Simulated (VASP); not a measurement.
# B (Pm-3m) in VASP: further runs

One crystal, B, is run at these levels: HSE06, SCAN+D4, PBE, PBE+D2; tasks: atomic charges, electron localisation function, relaxation of cell and atoms.

Program: VASP 6.6.1. These are calculated values, not measurements. Logs are shortened: lines on timing, memory, paths and dates and some standing lists are left out, and cuts for length are marked.

## Step 1: The crystal as given

Symmetry: Pm-3m, No. 221, cubic system. Conventional cell: a = 1.885 Å, b = 1.885 Å, c = 1.885 Å, α = 90.00°, β = 90.00°, γ = 90.00°. Around B (site symmetry m-3m) lie 6 B at 1.89 Å.

The cell was built by a generator and needn't be a form met in nature.

## Step 2: Atomic charges, HSE06

POSCAR reads:

```
B
1.0
    1.8852400000      0.0000000000      0.0000000000
    0.0000000000      1.8852400000      0.0000000000
    0.0000000000      0.0000000000      1.8852400000
B
1
Direct
    0.5000000000      0.5000000000      0.5000000000
```

INCAR.step1 reads:

```
  PREC = Accurate
  ENCUT = 520
  EDIFF = 1E-5
  ISMEAR = -1
  SIGMA = 0.1
  LREAL = F
  LASPH = T
  NELM = 100
  ALGO = Normal
  ISIF = 2
  LWAVE = T
  LCHARG = F
  GGA = PE
```

INCAR.step2 reads:

```
  PREC = Accurate
  ENCUT = 520
  EDIFF = 1E-6
  ISMEAR = -1
  SIGMA = 0.1
  LREAL = F
  LASPH = T
  NELM = 100
  ALGO = Normal
  ISIF = 2
  LWAVE = F
  LCHARG = F
  GGA = PE
  LHFCALC = T
  HFSCREEN = 0.2
  PRECFOCK = Normal
  LORBIT = 11
  ISTART = 1
```

KPOINTS reads:

```
regular mesh
0
Gamma
  7 7 7
```

Potentials or basis: VASP PAW PBE potentials, release 64 (B).

On the command line:

```
$ cat potpaw_PBE.64/B/POTCAR > POTCAR
$ cp INCAR.step1 INCAR
$ mpirun -np 1 vasp_std > vasp.out
$ cp INCAR.step2 INCAR
$ mpirun -np 1 vasp_std > vasp.out
```

OUTCAR:

```text
PREC = Accurate
   ENCUT = 520
   EDIFF = 1E-6
   ISMEAR = -1
   LREAL = F
   LASPH = T
   NELM = 100
   ISIF = 2
   GGA = PE
   LHFCALC = T
   HFSCREEN = 0.2
   PRECFOCK = Normal
   LORBIT = 11
   ISTART = 1

 ion  position               nearest neighbor table
   1  0.500  0.500  0.500-

  LATTYP: Found a simple cubic cell.
 ALAT       =     1.8852400000

  Lattice vectors:

 A1 = (   1.8852400000,   0.0000000000,   0.0000000000)
 A2 = (   0.0000000000,   1.8852400000,   0.0000000000)
 A3 = (   0.0000000000,   0.0000000000,   1.8852400000)

Analysis of symmetry for initial positions (statically):
=====================================================================
 Subroutine PRICEL returns:
 Original cell was already a primitive cell.

 Routine SETGRP: Setting up the symmetry group for a
 simple cubic supercell.

 Subroutine GETGRP returns: Found 48 space group operations
 (whereof 48 operations were pure point group operations)
 out of a pool of 48 trial point group operations.

The static configuration has the point symmetry O_h .

Analysis of symmetry for dynamics (positions and initial velocities):
=====================================================================
 Subroutine PRICEL returns:
 Original cell was already a primitive cell.

 Routine SETGRP: Setting up the symmetry group for a
 simple cubic supercell.

 Subroutine GETGRP returns: Found 48 space group operations
 (whereof 48 operations were pure point group operations)
 out of a pool of 48 trial point group operations.

The dynamic configuration has the point symmetry O_h .

 Subroutine INISYM returns: Found 48 space group operations
 (whereof 48 operations are pure point group operations),
 and found     1 'primitive' translations

----------------------------------------------------------------------------------------

                                     Primitive cell

  volume of cell :       6.7004

  direct lattice vectors                    reciprocal lattice vectors
     1.885240000  0.000000000  0.000000000     0.530436443  0.000000000  0.000000000
     0.000000000  1.885240000  0.000000000     0.000000000  0.530436443  0.000000000
     0.000000000  0.000000000  1.885240000     0.000000000  0.000000000  0.530436443

  length of vectors
     1.885240000  1.885240000  1.885240000     0.530436443  0.530436443  0.530436443

[... 82 lines left out ...]
   TEBEG  =    0.0;   TEEND  =   0.0 temperature during run
   PSTRESS=    0.0 pullay stress
   NELECT =       3.0000    total number of electrons
   NUPDOWN=      -1.0000    fix difference up-down
   EMIN   =  10.00;   EMAX   =-10.00  energy-range for DOS
   EFERMI =   0.00;   METHOD = LEGACY
   ISMEAR =    -1;   SIGMA  =   0.10  broadening in eV -4-tet -1-fermi 0-gaus
   EFERMI_NEDOS =   21; number of points for ismear=-14 and -15
   IALGO  =     38    algorithm
   IMIX   =      1    mixing-type and parameters
     AMIX     =   0.40;   BMIX     =  1.00
     AMIX_MAG =   1.60;   BMIX_MAG =  1.00
  volume/ion in A,a.u.               =       6.70        45.22
  Fermi-wavevector in a.u.,A,eV,Ry     =   1.252416  2.366723 21.341361  1.568546
  Thomas-Fermi vector in A             =   2.386317
   LORBIT       =     11    0 simple, 1 ext, 2 COOP (PROOUT), +10 PAW based schemes
   GGA     = PE    functional components
   LHFCALC =     T    Hartree Fock is set to
   PRECFOCK=normal    Normal, Fast or Accurate (Low or Medium for compatibility)
   ENCUT4O =  -1.0   cutoff for four orbital integrals eV
   NKREDX  =     1    reduce k-point grid by
   NKREDY  =     1    reduce k-point grid by
   NKREDZ  =     1    reduce k-point grid by
   AEXX    =    0.2500 exact exchange contribution
   HFSCREEN=    0.2000 screening length (either q_TF or 0.3 A-1)
   HFSCREENC=   0.2000 screening length for correlation (either q_TF or 0.3 A-1)
   ENCUTFOCK=  -1.0 apply spherical cutoff to Coloumb kernel
   IVDW    =     0    specifies the selected vdW correction
   LEPSILON=     F    determine dielectric tensor
   LRPA    =     F    only Hartree local field effects (RPA)
 non-spin polarized calculation
  energy-cutoff  :      520.00
  volume of cell :        6.70
 maximum number of plane-waves:       188
 NGX is ok and might be reduce to    14
  NGX = 12; NGY = 12; NGZ = 12

 number of electron       3.0000000 magnetization

 Free energy of the ion-electron system (eV)
  ---------------------------------------------------
  ext. energy  EPLUGINS =         0.00000000
  ---------------------------------------------------
  free energy    TOTEN  =        -6.28083408 eV

  energy without entropy =       -6.27265472  energy(sigma->0) =       -6.27674440

 E-fermi :   6.9262     XC(G=0): -10.0982

 val. band max:        6.8271131987   @ k =   0.4286   0.2857   0.2857
 cond. band min:       8.2560275716   @ k =   0.4286   0.4286   0.2857
 fundamental gap:      1.4289143729
 Fermi energy:         6.9261705723

 k-point     1 :       0.0000    0.0000    0.0000
  band No.  band energies     occupation
      1     -10.9482      2.00000
      2      22.1153      0.00000
      3      22.1153      0.00000
      4      22.1153      0.00000
      5      32.3341      0.00000
[... 145 lines left out ...]
 k-point    20 :       0.4286    0.4286    0.4286
  band No.  band energies     occupation
      1      10.6867      0.00000
      2      12.9047      0.00000
      3      12.9047      0.00000
      4      24.5862      0.00000
      5      27.0760      0.00000

------------------------ aborting loop because EDIFF is reached ----------------------------------------

  FORCE on cell =-STRESS in cart. coord.  units (eV):
  Direction    XX          YY          ZZ          XY          YZ          ZX
  --------------------------------------------------------------------------------------
  -------------------------------------------------------------------------------------
  Total       -0.1917807     -0.1917807     -0.1917807      0.0000000      0.0000000      0.0000000
  in kB      -45.8580388    -45.8580388    -45.8580388      0.0000000      0.0000000      0.0000000
  external PRESSURE =     -45.8580388 kB  Pullay stress =       0.0000000 kB

 VOLUME and BASIS-vectors are now :
 -----------------------------------------------------------------------------
  energy-cutoff  :      520.00
  volume of cell :        6.70
      direct lattice vectors                 reciprocal lattice vectors
     1.885240000  0.000000000  0.000000000     0.530436443  0.000000000  0.000000000
     0.000000000  1.885240000  0.000000000     0.000000000  0.530436443  0.000000000
     0.000000000  0.000000000  1.885240000     0.000000000  0.000000000  0.530436443

 POSITION                                       TOTAL-FORCE (eV/Angst)
 -----------------------------------------------------------------------------------
      0.94262      0.94262      0.94262         0.000000      0.000000      0.000000
 -----------------------------------------------------------------------------------
    total drift:                                0.000002     -0.000001     -0.000002

  FREE ENERGIE OF THE ION-ELECTRON SYSTEM (eV)
  ---------------------------------------------------
  free  energy   TOTEN  =        -6.2808340791 eV

  energy  without entropy=       -6.2726547201  energy(sigma->0) =       -6.27674440

 total charge

# of ion       s       p       d       tot
------------------------------------------
    1        0.723   1.096   0.000   1.819
```

Run time: 28 s. Hardware: 1 thread of AMD EPYC 9R45 (Zen 5), shared host; peak memory 0.17 GiB.

What came out:

```yaml
Free_energy: -6.2808 eV
Pressure: -4.6 GPa
Band_gap_on_the_k_mesh: none (metal or under the smearing width)
Valence_electrons_inside_the_program's_atomic_spheres: B 1.82
```

Caveat: the k mesh is coarse (spacing up to 0.48 Å⁻¹), so the values aren't converged, least of all with exact exchange; the PAW data sets were made with another functional, which shifts forces and pressure a little.

## Step 3: Electron localisation function, SCAN+D4 (volume scaled by 0.92)

INCAR reads:

```
SYSTEM = B
PREC = Accurate ; ENCUT = 400
EDIFF = 1E-6 ; ISMEAR = -5
SIGMA = 0.05 ; LREAL = .False.
LASPH = .True. ; NELM = 60
ALGO = Normal ; ISIF = 2
LWAVE = .False. ; LCHARG = .True.
METAGGA = SCAN ; LMIXTAU = .True.
IVDW = 13 ; LELF = .True.
AMIX = 0.05
```

KPOINTS reads:

```
Automatic mesh
0
Gamma
  14 14 14
  0 0 0
```

POSCAR reads:

```
B
1.0
    1.8335633587      0.0000000000      0.0000000000
    0.0000000000      1.8335633587      0.0000000000
    0.0000000000      0.0000000000      1.8335633587
B
1
Direct
    0.5000000000      0.5000000000      0.5000000000
```

Potentials or basis: VASP PAW PBE potentials, release 64 (B_s).

On the command line:

```
$ cat potpaw_PBE.64/B_s/POTCAR > POTCAR
$ mpirun -np 1 vasp_std > vasp.out
```

Run time: 13 s. Hardware: 1 thread of AMD EPYC 9R45 (Zen 5), shared host; peak memory 0.07 GiB.

Results (log left out):

| Item | Value |
| --- | --- |
| Free energy | -6.2601 eV |
| Pressure | 19.9 GPa |
| Band gap on the k mesh | none (metal or under the smearing width) |
| Dispersion energy per atom | -0.084 eV |

Levels at points of the mesh, in eV from the Fermi level:
| k point | band 1 | band 2 | band 3 | band 4 | band 5 |
| --- | --- | --- | --- | --- | --- |
| (0.00, 0.00, 0.00) | -17.39 | 15.74 | 15.74 | 15.74 | 25.85 |
| (0.50, 0.00, 0.00) | -9.23 | -6.63 | 20.23 | 20.23 | 33.05 |
| (0.50, 0.50, 0.00) | -2.19 | -2.19 | 5.35 | 8.69 | 23.88 |
| (0.50, 0.50, 0.50) | 3.87 | 3.87 | 3.87 | 18.00 | 18.00 |

Caveat: the PAW data sets were made with another functional, which shifts forces and pressure a little; pairwise dispersion overbinds metals, which lowers pressure and volume; tetrahedron occupations give inexact forces and stress in metals.

## Step 4: Relaxation of cell and atoms, PBE

INCAR reads:

```
SYSTEM = B
  PREC = Accurate
  ENCUT = 600
  EDIFF = 1E-6
  ISMEAR = -1
  SIGMA = 0.05
  LREAL = .False.
  LASPH = .True.
  NELM = 80
  ALGO = Normal
  ISIF = 3
  LWAVE = .False.
  LCHARG = .False.
  GGA = PE
  IBRION = 2
  NSW = 40
  EDIFFG = -0.005
```

KPOINTS reads:

```
regular mesh
0
Gamma
  14 14 14
  0 0 0
```

POSCAR reads:

```
B
1.0
    1.8852400000      0.0000000000      0.0000000000
    0.0000000000      1.8852400000      0.0000000000
    0.0000000000      0.0000000000      1.8852400000
B
1
Direct
    0.5000000000      0.5000000000      0.5000000000
```

Potentials or basis: VASP PAW PBE potentials, release 64 (B).

On the command line:

```
$ cat potpaw_PBE.64/B/POTCAR > POTCAR
$ mpirun -np 1 vasp_std > vasp.out
```

It used 4.2 s of CPU time on 1 thread of AMD EPYC 7R13 Processor (Zen 3), on a shared host, which was overloaded at the time.

Results (log left out):

| Property | Result |
| --- | --- |
| Free energy | -5.6032 eV |
| Relaxed volume | 6.71 Å³/atom |
| Relaxed cell | a = 1.886 Å, b = 1.886 Å, c = 1.886 Å, α = 90.00°, β = 90.00°, γ = 90.00° |
| Space group after relaxing (to 0.05 Å) | Pm-3m (No. 221) |
| Energy gained by relaxing | 0.0 meV/atom |
| Ionic steps | 3 |
| Pressure after relaxing | 0.0 GPa |
| Band gap on the k mesh | none (metal or under the smearing width) |

Final structure:
```
B
1.0
     1.88614    0.00000    0.00000
     0.00000    1.88614    0.00000
     0.00000    0.00000    1.88614
B
1
Direct
  0.50000 0.50000 0.50000
```

Levels at points of the mesh, in eV from the Fermi level:
```csv
k point,band 1,band 2,band 3,band 4,band 5
"(0.00, 0.00, 0.00)",-15.72,13.63,13.63,13.63,24.06
"(0.50, 0.00, 0.00)",-8.18,-6.18,17.50,17.50,29.98
"(0.50, 0.50, 0.00)",-1.91,-1.91,4.32,8.21,20.64
"(0.50, 0.50, 0.50)",3.45,3.45,3.45,16.61,16.61
```

## Step 5: Relaxation of cell and atoms, PBE+D2

INCAR, as its differences from that of step 4:

```diff
@@ -14,2 +14,3 @@
   GGA = PE
+  IVDW = 1
   IBRION = 2
```

KPOINTS is that of step 4.

POSCAR is that of step 4.

On the command line:

```
$ cat potpaw_PBE.64/B/POTCAR > POTCAR
$ mpirun -np 1 vasp_std > vasp.out
```

It used 5.5 s of CPU time on 1 thread of AMD EPYC 7R13 Processor (Zen 3) (shared host), which was overloaded at the time.

Results (log left out):

* Free energy: -5.8883 eV
* Relaxed volume: 6.53 Å³/atom
* Relaxed cell: a = 1.869 Å, b = 1.869 Å, c = 1.869 Å, α = 90.00°, β = 90.00°, γ = 90.00°
* Space group after relaxing (to 0.05 Å): Pm-3m (No. 221)
* Energy gained by relaxing: 3.0 meV/atom
* Ionic steps: 3
* Pressure after relaxing: 0.0 GPa
* Band gap on the k mesh: none (metal or under the smearing width)
* Dispersion energy per atom: -0.289 eV

The path:
| step | energy change (eV) | largest force (eV/Å) | pressure (GPa) | volume (Å³) |
| --- | --- | --- | --- | --- |
| 1 | 0.0000 | 0.0000 | -5.63 | 6.70 |
| 2 | -0.0027 | 0.0000 | 2.10 | 6.47 |
| 3 | -0.0030 | 0.0000 | 0.01 | 6.53 |

Final structure:
```yaml
crystal:
  lattice:
    - [1.86929, 0.00000, 0.00000]
    - [0.00000, 1.86929, 0.00000]
    - [0.00000, 0.00000, 1.86929]
  atoms:
    - { symbol: B, position: [0.50000, 0.50000, 0.50000] }
```

Levels at points of the mesh, in eV from the Fermi level:
| k point | band 1 | band 2 | band 3 | band 4 | band 5 |
| --- | --- | --- | --- | --- | --- |
| (0.00, 0.00, 0.00) | -15.98 | 13.94 | 13.94 | 13.94 | 24.41 |
| (0.50, 0.00, 0.00) | -8.39 | -6.19 | 17.92 | 17.92 | 30.51 |
| (0.50, 0.50, 0.00) | -1.96 | -1.96 | 4.58 | 8.23 | 21.16 |
| (0.50, 0.50, 0.50) | 3.53 | 3.53 | 3.53 | 16.80 | 16.80 |

Caveat: atom-pairwise D2, TS and ULG terms overbind metals; pairwise dispersion overbinds metals, which lowers pressure and volume.

## Step 6: For comparison

An earlier run on the cell as given: functional PBE; potentials or basis VASP PAW PBE potentials, release 64 (B); cutoff 520 eV; k mesh 14 × 14 × 14; occupations fermi-dirac, width 0.05 eV; no spin polarisation.

* Pressure: 0.4 GPa
* Band gap on the k mesh: none (metal or under the smearing width)

## Step 7: Summary

| task | level | potentials or basis | cell | k mesh | cutoff (eV) | smearing | grid for exact exchange (PRECFOCK) | screening parameter | other keys | mesh quality | gap on the mesh (eV) | pressure (GPa) | relaxed volume (Å³/atom) |
| --- | --- | --- | --- | --- | --- | --- | --- | --- | --- | --- | --- | --- | --- |
| atomic charges | HSE06 | VASP PAW PBE potentials, release 64 (B) | as given | 7 × 7 × 7 | 520 | fermi-dirac 0.1 eV | Normal | 0.2 1/A | - | coarse | none | -4.6 | - |
| electron localisation function | SCAN+D4 | VASP PAW PBE potentials, release 64 (B_s) | volume scaled by 0.92 | 14 × 14 × 14 | 400 | tetrahedron | - | - | AMIX = 0.05 | not flagged | none | 19.9 | - |
| relaxation of cell and atoms | PBE | VASP PAW PBE potentials, release 64 (B) | relaxed | 14 × 14 × 14 | 600 | fermi-dirac 0.05 eV | - | - | - | not flagged | none | 0.0 | 6.71 |
| relaxation of cell and atoms | PBE+D2 | VASP PAW PBE potentials, release 64 (B) | relaxed | 14 × 14 × 14 | 600 | fermi-dirac 0.05 eV | - | - | - | not flagged | none | 0.0 | 6.53 |
| single point | PBE | VASP PAW PBE potentials, release 64 (B) | as given | 14 × 14 × 14 | 520 | fermi-dirac 0.05 eV | - | - | - | not flagged | none | 0.4 | - |

Alike in all rows: no spin polarisation.

Caveats: some runs use coarse meshes; the PAW data sets were made with another functional, which shifts forces and pressure a little (some runs); pairwise dispersion overbinds metals, which lowers pressure and volume (some runs); tetrahedron occupations give inexact forces and stress in metals (some runs); atom-pairwise D2, TS and ULG terms overbind metals (some runs).

Total energies depend on the potentials used, so only differences within one code and one set of settings carry meaning.
